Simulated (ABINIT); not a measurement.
A run of ABINIT 10.8.3 (patched build) is set up as follows.

run.abi

```
ndtset 7
getwfk -1
scalecart1 3*0.9795861087
scalecart2 3*0.9864848297
scalecart3 3*0.9932883884
scalecart4 3*1.0000000000
scalecart5 3*1.0066227096
scalecart6 3*1.0131594038
scalecart7 3*1.0196128224

pp_dirpath "./"
pseudos "N.GGA_PBE-JTH.xml, B.GGA_PBE-JTH.xml"

acell 3*1.0
rprim
     4.8262463860     0.0000000000     0.0000000000
    -2.4131231931     4.1796519752     0.0000000000
     0.0000000000     0.0000000000     7.9875983185
ntypat 2
znucl 7 5
natom 4
typat 1 1 2 2
xred
     0.3333333333     0.6666666667     0.1252760000
     0.6666666667     0.3333333333     0.6252760000
     0.3333333333     0.6666666667     0.4997240000
     0.6666666667     0.3333333333     0.9997240000

ecut 25.0
pawecutdg 47.0

kptopt 1
ngkpt 12 12 6
nshiftk 1
shiftk 0.0 0.0 0.0

ixc 11

nband 12
occopt 3
tsmear 0.05 eV

nstep 100
tolvrs 1.0e-9

iomode 3
prtwf 1
prtden 0
prteig 0
prtebands 0
enunit 1
```

Potentials or basis: JTH PAW PBE v2.0.

Launch:

```bash
$ abinit run.abi > log 2>&1
```

Predict the bulk modulus at fixed shape and positions.

373 GPa.

Estimate the equilibrium volume.

5.97 Å³/atom.

Energy against volume, from the lowest point:
| volume (Å³/atom) | energy (meV/atom) |
| --- | --- |
| 5.611 | 27.60 |
| 5.730 | 11.91 |
| 5.850 | 2.88 |
| 5.969 | 0.00 |
| 6.088 | 2.65 |
| 6.208 | 10.43 |
| 6.327 | 22.78 |

Caveat: the cutoff is too short for stress, so the log's stress isn't used; pressures at fixed basis lie under the slope of the energies; the cell was scaled at fixed shape and fractional positions, which overstates the stiffness of a crystal with free parameters, most of all of layers and chains; the atomic spheres overlap.
